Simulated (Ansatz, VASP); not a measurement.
**ScAl3: VASP and Ansatz over several settings**

```
Sc Al
1.0
     4.08781    0.00000    0.00000
     0.00000    4.08781    0.00000
     0.00000    0.00000    4.08781
Sc Al
1 3
Cartesian
  0.0000 0.0000 0.0000
  2.0439 2.0439 0.0000
  0.0000 2.0439 2.0439
  2.0439 0.0000 2.0439
```

The cell is a database's computed one.

Single points on this cell with VASP 6.6.1 and Ansatz 0.2.0. Each row is one pair of runs. Alike in all rows: spin: off; k mesh: 7 × 7 × 7; VASP's potentials, cutoff: VASP PAW PBE potentials, release 64 (Sc_sv, Al), 520 eV; Ansatz's potentials, cutoff: Ansatz PAW, 420 eV.

```tsv
level	smearing	gap on the k mesh at the Fermi level (eV), VASP	gap on the k mesh at the Fermi level (eV), Ansatz	pressure (GPa), VASP	pressure (GPa), Ansatz
PBE	gaussian, width 0.012 eV	none	none	1.2	1.1
PBE	gaussian, width 0.026 eV	none	none	1.1	1.1
PBE	gaussian, width 0.013 eV	none	none	1.1	1.1
```

Pressure (GPa): the two programs differ by at most 0.05.

A gap of «none» marks a metal or a gap that the smearing closes.
